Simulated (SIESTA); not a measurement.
Crystal: BaTiO3.

```
CELL_PARAMETERS angstrom
4.00600 0.00000 0.00000
0.00000 4.00600 0.00000
0.00000 0.00000 4.00600
ATOMIC_POSITIONS crystal
Ba 0.50000 0.50000 0.50000
Ti 0.00000 0.00000 0.00000
O 0.00000 0.00000 0.50000
O 0.00000 0.50000 0.00000
O 0.50000 0.00000 0.00000
```

Base run:

| Item | Value |
| --- | --- |
| Program | SIESTA 5.4.2 |
| Functional | LDA |
| Potentials or basis | PseudoDojo 0.4 standard (LDA files) |
| Basis | DZP (energy shift 0.003 Ry; two zetas on semicore shells; d shell added on Ba) |
| Grid cutoff | 800 Ry |
| Energy shift | 0.003 Ry |
| k mesh | 7 × 7 × 7 |
| Occupations | fermi-dirac, width 0.05 eV |
| Spin | no spin polarisation |

Its results: band gap on the k mesh 1.68 eV, indirect (least direct gap 1.74 eV); pressure -7.1 GPa.

Q: The run is repeated on the same cell with these changes: functional from LDA to AM05; potentials or basis from PseudoDojo 0.4 standard (LDA files) to PseudoDojo 0.4 standard (PBEsol files). What comes out?

A: Band gap on the k mesh 1.71 eV, indirect (least direct gap 1.78 eV); pressure -1.7 GPa.

Caveats: this set's barium file shifts pressures by up to 1 GPa against other sets; spin-orbit coupling is left out, which moves the levels of the heavy elements; the basis of atomic orbitals isn't converged, which shifts pressures, moduli and gaps; the potentials were made for another functional, which shifts forces and pressure (some runs).

A k mesh can miss the band edges.
